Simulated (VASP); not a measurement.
Runs of VASP 6.6.1 on HfS2. The cell holds a sheet with vacuum, 3 atoms: a = 3.610 Å, b = 3.610 Å, c = 18.880 Å, α = 90.00°, β = 90.00°, γ = 120.00°. The cell was built by a generator and needn't be a form met in nature.

| task | level | spin | cell | k mesh | cutoff (eV) | dipole correction | grid for exact exchange (PRECFOCK) | screening parameter | exchange at q = 0 | gap on the mesh (eV) | largest force (eV/Å) |
| --- | --- | --- | --- | --- | --- | --- | --- | --- | --- | --- | --- |
| work function | PBE | off | P-3m1, 71.03 Å³/atom | 12 × 12 × 1 | 520 | yes | - | - | - | 1.21 | 0.07 |
| relaxation of cell and atoms | PBE+D3(BJ) | off | relaxed | 12 × 12 × 1 | 600 | no | - | - | - | 1.21 | - |
| work function | HSE06 | off | P-3m1, 71.03 Å³/atom | 6 × 6 × 1 | 520 | yes | Fast | 0.2 1/A | - | 2.02 | 0.19 |
| work function | PBE0 | off | P-3m1, 71.03 Å³/atom | 6 × 6 × 1 | 520 | yes | Fast | - | default | (a) | 0.19 |
| work function | PBE | non-collinear, zero start, SOC | P-3m1, 71.03 Å³/atom | 12 × 12 × 1 | 520 | yes | - | - | - | - | 0.08 |

Alike in all rows: potentials or basis VASP PAW PBE potentials, release 64 (S, Hf_pv); smearing gaussian 0.03 eV.

Q: Estimate the missing entries.

A: (a) 2.70.

Caveats: spin-orbit coupling is left out, which moves the levels of the heavy elements (some runs); the PAW data sets were made with another functional, which shifts forces and pressure a little (some runs).

A k mesh can miss the band edges, and rows without SOC leave out spin-orbit coupling on Hf.
